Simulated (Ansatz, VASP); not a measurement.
Two plane-wave programs on ScAl3

```
CELL_PARAMETERS angstrom
3.93407 0.00000 0.00000
0.00000 3.93407 0.00000
0.00000 0.00000 3.93407
ATOMIC_POSITIONS crystal
Sc 0.00000 0.00000 0.00000
Al 0.50000 0.00000 0.50000
Al 0.00000 0.50000 0.50000
Al 0.50000 0.50000 0.00000
```

Alike in both runs: task single point; functional PBE; k mesh 10 × 10 × 10; occupations gaussian, width 0.1 eV; no spin polarisation.

|  | VASP | Ansatz |
| --- | --- | --- |
| version | VASP 6.6.1 | Ansatz 0.2.0 |
| potentials or method | VASP PAW PBE potentials, release 64 (Sc_sv, Al) | scalar-relativistic, plane waves, PAW |
| plane-wave cutoff (eV) | 520 | 420 |
| valence electrons in the cell | 20 | 20 |

|  | VASP | Ansatz | Ansatz less VASP |
| --- | --- | --- | --- |
| gap on the k mesh at the Fermi level (eV) | none | none | - |
| pressure (GPa) | 14.4 | 14.3 | -0.07 |

A gap of «none» marks a metal or a gap that the smearing closes.
